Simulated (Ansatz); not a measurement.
**Sb: stiffness from a series of strains**

```xyz
1
Lattice="0.0000 2.3050 2.3050 2.3050 0.0000 2.3050 2.3050 2.3050 0.0000" Properties=species:S:1:pos:R:3 pbc="T T T"
Sb    0.0000    0.0000    0.0000
```

The cell comes from COD entry 9013009, which wasn't checked; take it as a given geometry.

No spin–orbit coupling, which matters for the heavy atoms here.

Theory: DFT, PBE, all-electron LAPW, scalar-relativistic in Ansatz 0.2.0.

Numerical set-up: a Γ-centred 12×12×12 k mesh, Fermi–Dirac smearing of 0.05 eV, basis error target 1 meV/atom, no spin polarisation.

The strain is applied along the Cartesian axes of the cell as listed (the other components stay zero). Fractional coordinates are held (clamped ions).

σ is the change of stress from the unstrained cell, which is at 8.71 GPa; tension is positive, so slopes are stress–strain coefficients at that pressure. In a metal the k mesh adds noise.

Only quantities that a quadratic follows smoothly over the whole series are listed; rougher ones are left out.

```csv
εxx = εyy,σzz (GPa),σxx (GPa)
-0.0300,-7.18,-6.60
-0.0200,-4.34,-4.24
-0.0100,-1.95,-2.02
0.0000,0.00,0.00
0.0100,1.88,1.66
0.0300,5.11,4.62
```

Q: Fit the series and read off the stiffness at zero strain.

A: Least-squares fits y = p0 + p1 x + p2 x² to the rows give σzz (GPa): p1 = 202, p2 = -1200; σxx (GPa): p1 = 187, p2 = -1100. So 2 C12 = 202 GPa and C11 + C12 = 187 GPa.

Q: One run, at εxx = εyy = 0.0200, is withheld. Predict its row.

A: The fits give 3.64, 3.27; the run gave 3.67, 3.10.
